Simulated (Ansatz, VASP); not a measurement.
# Cross-check of C between VASP and Ansatz

Aim: how closely do two programs agree when they are given the same cell, functional and k mesh? The cell is taken from a series of runs on this material, whose earlier steps may have relaxed, scaled, displaced or heated it; both programs get it as it stands.

Calculated with Ansatz 0.2.0; plane waves, with VASP 6.6.1 beside it; single point at HSE06 with D3(BJ).

## (1) Starting point

Symmetry: R-3m, No. 166, trigonal system. Conventional cell: a = 2.460 Å, b = 2.460 Å, c = 52.750 Å, α = 90.00°, β = 90.00°, γ = 120.00°. C has 3 C at 1.42 Å nearest. Nearest to C lie 3 C at 1.42 Å. Nearest to C lie 3 C at 1.42 Å.

As a file:

```cif
data_structure
_symmetry_space_group_name_H-M 'R-3m:H'
_symmetry_Int_Tables_number 166
_cell_length_a 2.4600
_cell_length_b 2.4600
_cell_length_c 52.7500
_cell_angle_alpha 90.000
_cell_angle_beta 90.000
_cell_angle_gamma 120.000
_cell_volume 276.45
loop_
_atom_site_label
_atom_site_type_symbol
_atom_site_symmetry_multiplicity
_atom_site_Wyckoff_symbol
_atom_site_fract_x
_atom_site_fract_y
_atom_site_fract_z
_atom_site_occupancy
C1 C 6 c 0.00000 0.00000 0.73766 1
C2 C 6 c 0.00000 0.00000 0.59534 1
C3 C 6 c 0.00000 0.00000 0.53144 1
C4 C 6 c 0.33333 0.66667 0.53212 1
```

## (2) Ansatz: single point, HSE06 with D3(BJ)

Ansatz runs on its default PAW (the set named soft_2) files.

A single point gives forces, pressure and levels at one fixed geometry, so differences don't come from the geometry; what else differs is listed under the comparison.

File input.yaml:

```yaml
crystal:
  lattice:
    - [2.46, 0.0, 0.0]
    - [-1.23, 2.1304224933, 0.0]
    - [0.0, -1.4202816622, 17.5833333333]
  atoms:
    - { symbol: C, position: [0.240028436, 0.480056872, 0.7200853081] }
    - { symbol: C, position: [0.7647109005, 0.5294218009, 0.2941327014] }
    - { symbol: C, position: [0.0977061611, 0.1954123223, 0.2931184834] }
    - { symbol: C, position: [0.9070331754, 0.8140663507, 0.7210995261] }
    - { symbol: C, position: [0.0338104265, 0.0676208531, 0.1014312796] }
    - { symbol: C, position: [0.97092891, 0.9418578199, 0.9127867299] }
    - { symbol: C, position: [0.3678199052, 0.7356398104, 0.1034597156] }
    - { symbol: C, position: [0.6369194313, 0.2738388626, 0.9107582938] }
kpoints:
  mp_grid: { grid: [5, 5, 5] }
hamiltonian:
  xc: hse06
  dispersion: d3bj
scf:
  occupations: { method: fixed }
  n_extra_bands: 6
  lower_state_search: "off"
  convergence: { dr2_threshold: 1.0e-09 }
output:
  eigenvalues: true
basis:
  ecutwfc: 650
```

The run is started by

```console
$ ansatz run input.yaml --threads 20 --pin off --max-ram 73728MiB --backend cpu --events-out ev --progress --plain --runs-dir out
```

Numbers of over 12 decimals in the logs are rounded to 6 here.

Log:

```text
scf.n_extra_bands = 6 over 16 filled bands (N_el = 32.0): the run solves 22 bands
Engine: ansatz 0.2.0, aarch64-unknown-linux-gnu
Pseudopotentials: kind: paw
Pseudopotential: C, paw, valence charge 4, recommended cutoff 420 eV (normal), C.paw.azcp
Functional definition: HSE06
  parameter a = 0.25
  parameter omega = 0.11/bohr
  exchange = pbe_x - a*pbe_x_sr(omega) + a*exact_x_sr(omega)
  correlation = pbe_c
davidson cushion auto → on  (no smearing: the cushion is to keep the highest requested band from converging to the state above it; pin scf.eigensolver.cushion to override)
Crystal: 8 atoms, lattice volume = 92.151 Å³
Basis set: ecut = 650 eV, 3427 PW (Γ)
Bands: 22, of which v1, the nominal top of the filled ones, is band 16 counted from 1 (15 counted from 0)
Symmetry: 12 space group operations
Space group: R-3m (ITA 166), of the structure as read, at distance tolerance 4.5e-5 Å
k-points: 19 of 125
Non-local potential: C, projectors of the file, l = 0: 2, l = 1: 2, l = 2: 1
PAW form: soft (Blöchl's): semilocal exchange-correlation on the pseudo side does not see the compensation charge
PAW frozen core: C, regenerated for the run's functional, and the local potential with it (the file was generated under x = pbe(κ = 0.804, μ = 0.219515), c = pbe(β = 0.066725))
PAW one-centre angular grid: C, 110 points (default); XC on 64 Gauss nodes
Initial density: superposition of atomic densities (neutral atoms: chi_scale 0, normalization atom), corrected by the library's trained network
Initial wavefunctions: pseudopotential atomic-orbital guess
Functional: x = pbe(κ = 0.804, μ = 0.219515), c = pbe(β = 0.066725), warm-up for x = pbe(κ = 0.804, μ = 0.219515) + 0.25 (exact − pbe) at short range (hse, ω = 0.207870 Å⁻¹), c = pbe(β = 0.066725); HSE06 as pw.x's `hse` composes it (authors' and Libxc's form: `xc: wpbeh`)
SCF iter   1: F=—  HF=-2008.377950 eV  |F-HF|=—  |Δ(HF+E_count)|=         —  Δρ=2.99e-3  dr2=8.03e-3  ethr=1.77e-3  ⟨swp⟩=10.0  Hψ=2283  notcnv=0
preconditioner: auto → none  [insulator: Δε(μ)=2.551 eV  Ē_g=14.638 eV  n_scr=12 (ndim 8)  ℏωp=21.9 eV  f_vac=0.243]
SCF iter   2: F=—  HF=-2008.377284 eV  |F-HF|=—  |Δ(HF+E_count)|=   6.65e-4  Δρ=1.26e-3  dr2=1.04e-3  ethr=2.51e-5  ⟨swp⟩=5.4  Hψ=1387  notcnv=0  defer=12
SCF iter   3: F=-2008.377435 eV  HF=-2008.377454 eV  |F-HF|=1.95e-5  |Δ(HF+E_count)|=   1.70e-4  Δρ=5.73e-4  dr2=3.26e-4  ethr=3.26e-6  ⟨swp⟩=4.9  Hψ=1321  notcnv=0  defer=9
SCF 1 stopped early in 3 iterations: F = -2008.377435 eV  dr2 = 3.26e-4
  greatest PAW one-centre occupation: 0.674 electrons in one spin orbital (limit 2), on the C atom at site 5 (counted from 0), in its partial waves of l = 0
Initial density: handed on by an earlier stage of this run
Initial wavefunctions: those handed on with the density
Functional: x = pbe(κ = 0.804, μ = 0.219515) + 0.25 (exact − pbe) at short range (hse, ω = 0.207870 Å⁻¹), c = pbe(β = 0.066725); HSE06 as pw.x's `hse` composes it (authors' and Libxc's form: `xc: wpbeh`)
Exchange kernel: α = 0.2500, screened, ω = 0.2079 Å⁻¹, Wigner–Seitz truncation, v(0) = 994.8341 eV·Å³, q-mesh 5×5×5, nearest image of the exchange supercell L = 12.30 Å, pair-density grid 18×18×150, without the augmentation charges, whose exchange is taken in its separable form by FFT convolution over the k-point mesh (the finest that the files' search goes to), smooth part of the exact exchange by density-matrix convolution
Frozen-core exchange: fock
SCF iter   1: F=—  HF=-2008.429170 eV  |F-HF|=—  |Δ(HF+E_count)|=         —  Δρ=7.57e-3  dr2=2.74e-2  ethr=1.02e-5  ⟨swp⟩=9.1  Hψ=2117  notcnv=0
preconditioner: auto → none  [insulator: Δε(μ)=3.147 eV  Ē_g=16.612 eV  n_scr=12 (ndim 8)  ℏωp=21.9 eV  f_vac=0.242]
SCF iter   2: F=—  HF=-2008.418511 eV  |F-HF|=—  |Δ(HF+E_count)|=   1.07e-2  Δρ=3.02e-3  dr2=3.25e-3  ethr=1.02e-5  ⟨swp⟩=3.7  Hψ=1371  notcnv=0
SCF iter   3: F=—  HF=-2008.424459 eV  |F-HF|=—  |Δ(HF+E_count)|=   5.95e-3  Δρ=9.83e-4  dr2=4.77e-4  ethr=9.15e-6  ⟨swp⟩=4.2  Hψ=1251  notcnv=0  defer=6
SCF iter   4: F=—  HF=-2008.424330 eV  |F-HF|=—  |Δ(HF+E_count)|=   1.29e-4  Δρ=2.16e-4  dr2=8.83e-5  ethr=1.47e-6  ⟨swp⟩=4.8  Hψ=1297  notcnv=0  defer=8
iter 5 solved again at ethr=1.58e-8 eV; its pass at ethr=2.53e-7 eV (dr2=5.05e-6 eV) is discarded
SCF iter   5: F=—  HF=-2008.424307 eV  |F-HF|=—  |Δ(HF+E_count)|=   2.32e-5  Δρ=1.12e-4  dr2=1.13e-5  ethr=1.58e-8  ⟨swp⟩=2.9  Hψ=2162  notcnv=0  defer=5
SCF iter   6: F=-2008.424379 eV  HF=-2008.424383 eV  |F-HF|=3.98e-6  |Δ(HF+E_count)|=   7.64e-5  Δρ=9.68e-5  dr2=5.86e-6  ethr=1.58e-8  ⟨swp⟩=5.6  Hψ=1529  notcnv=0  defer=13
SCF 2 stopped early in 6 iterations: F = -2008.424379 eV  dr2 = 5.86e-6
  greatest PAW one-centre occupation: 0.677 electrons in one spin orbital (limit 2), on the C atom at site 5 (counted from 0), in its partial waves of l = 0
hybrid outer 1: dexx = +7.854e-3 eV, tail = 2.29e-5 eV
Exchange kernel: α = 0.2500, screened, ω = 0.2079 Å⁻¹, Wigner–Seitz truncation, v(0) = 994.8341 eV·Å³, q-mesh 5×5×5, nearest image of the exchange supercell L = 12.30 Å, pair-density grid 18×18×150, without the augmentation charges, whose exchange is taken in its separable form by FFT convolution over the k-point mesh (the finest that the files' search goes to), smooth part of the exact exchange by density-matrix convolution
Frozen-core exchange: fock
SCF iter   1: F=—  HF=-2008.424388 eV  |F-HF|=—  |Δ(HF+E_count)|=         —  Δρ=2.93e-5  dr2=5.67e-7  ethr=3.57e-7  ⟨swp⟩=4.5  Hψ=1059  notcnv=0
preconditioner: auto → none  [insulator: Δε(μ)=3.150 eV  Ē_g=16.632 eV  n_scr=12 (ndim 8)  ℏωp=21.9 eV  f_vac=0.241]
SCF iter   2: F=—  HF=-2008.424388 eV  |F-HF|=—  |Δ(HF+E_count)|=   2.89e-8  Δρ=1.15e-5  dr2=8.11e-8  ethr=1.70e-9  ⟨swp⟩=4.7  Hψ=1460  notcnv=0  defer=6
SCF iter   3: F=—  HF=-2008.424388 eV  |F-HF|=—  |Δ(HF+E_count)|=   8.01e-9  Δρ=5.28e-6  dr2=4.37e-8  ethr=1.87e-10  ⟨swp⟩=4.1  Hψ=1143  notcnv=0  defer=7
SCF iter   4: F=—  HF=-2008.424388 eV  |F-HF|=—  |Δ(HF+E_count)|=   2.39e-7  Δρ=6.67e-6  dr2=4.57e-8  ethr=2.56e-11  ⟨swp⟩=5.8  Hψ=1708  notcnv=0  defer=32
SCF iter   5: F=—  HF=-2008.424388 eV  |F-HF|=—  |Δ(HF+E_count)|=   1.12e-8  Δρ=1.81e-6  dr2=1.20e-8  ethr=2.56e-11  ⟨swp⟩=4.6  Hψ=1469  notcnv=0  defer=10
iter 6 solved again at ethr=1.00e-12 eV; its pass at ethr=2.56e-11 eV (dr2=4.35e-11 eV) is discarded
SCF iter   6: F=-2008.424388 eV  HF=-2008.424388 eV  |F-HF|=2.77e-11  |Δ(HF+E_count)|=   3.12e-9  Δρ=2.53e-7  dr2=7.00e-10  ethr=1.00e-12  ⟨swp⟩=3.6  Hψ=2175  notcnv=0
SCF 3 converged in 6 iterations: F = -2008.424388 eV  dr2 = 7.00e-10
hybrid outer 2: dexx = +2.876e-7 eV, tail = 3.34e-9 eV, Δε = 2.65e-3 eV (about 4.27e-5 eV left of the loop's levels)
the search or the solves at the SCF's close seem to have found levels that the self-consistency loop had missed (the run counts 1). By its estimate they hold under 1e-12 electrons; where the run keeps them, the occupations were computed again with them
hybrid SCF converged: 2 outer / 12 inner (+3 warm-up), last move |dexx| = 2.88e-7 eV, tail = 3.34e-9 eV
Stability not checked: this state was not tested for a lower state beside it, because the functional holds exact exchange (a hybrid, or Hartree-Fock), whose exchange loop this test does not read (fock_operator; see scf.lower_state_search)
Free energy (F): -2008.424388 eV
Frozen-core exchange: fock
Harris-Foulkes:  -2008.424388 eV  (|F-HF|=2.77e-11)
Internal energy: -2008.424388 eV  (E = F + TS)
E sigma→0 (E₀):  -2008.424388 eV
Fermi energy:    2.725190 eV
--- Per-component energies (eV) ---
  E_band       = -201.393844
  E_kinetic    = 726.196649
  E_local      = -4603.890391  (includes V_loc(G=0)·N_el)
  E_nonlocal   = 214.722053
  E_hartree    = 2018.160807
  E_xc         = -310.873436
  E_vxc        = -381.084975  (∫ρ·V_xc dr)
  E_exx        = -71.935747  (= α·E_x^exact, valence–valence)
  E_paw        = -795.559552  (= ΣΔE_a)
  E_vpaw       = -49.787490  (= ΣTr[D̂ρ^β])
  E_aug_tail   = 0.000009  (compensation charges beyond the density's cutoff)
  E_ewald      = 815.897979
  E_disp       = -1.005013  (pairwise vdW)
  E_core_change = -0.137746  (= ΣΔE_core)
  E_smearing   = -0.000000  (= −TS)
  E_closure    = -0.000000  (closes the sum)
  Σ components = -2008.424388   (vs F -2008.424388, Δ=0.00e0)
--- Band table (eV; the first three rows and the last of 19) ---
  k-point 0: bands = [... 12 lower, 0.3316, 0.3316, 0.3323, 0.3323, 7.7385, 9.2341, 9.6655, 12.2523, ... 2 higher]
  k-point 1: bands = [... 12 lower, 0.3316, 0.3316, 0.3323, 0.3323, 7.7562, 9.0399, 9.9497, 11.8842, ... 2 higher]
  k-point 2: bands = [... 12 lower, 0.3316, 0.3316, 0.3323, 0.3323, 7.7879, 8.8544, 10.3682, 11.3754, ... 2 higher]
  k-point 18: bands = [... 12 lower, 2.0831, 2.3553, 2.5834, 2.7252, 5.8757, 5.9407, 5.9840, 6.0599, ... 2 higher]
```

In the SCF lines HF is the Harris–Foulkes energy and dr2 the Hartree energy of the density residual, in eV; the loop may stop once dr2 is under the threshold and the program's other checks hold. Hψ counts applications of the Hamiltonian.

(Part 1 of 2 ends here.)

[Lines on the potential files, build, host, timing and source positions are cut from VASP's logs without a mark.]

[Logs are printed without paths, hosts, clocks, repeated set-up lines and the standing remarks that a program may print on its own settings, such as how far it seeks lower states.]

[Hosts, paths, dates, database ids (printed as entryN), source tags and the programs' standing remarks are cut or masked in the printed files.]
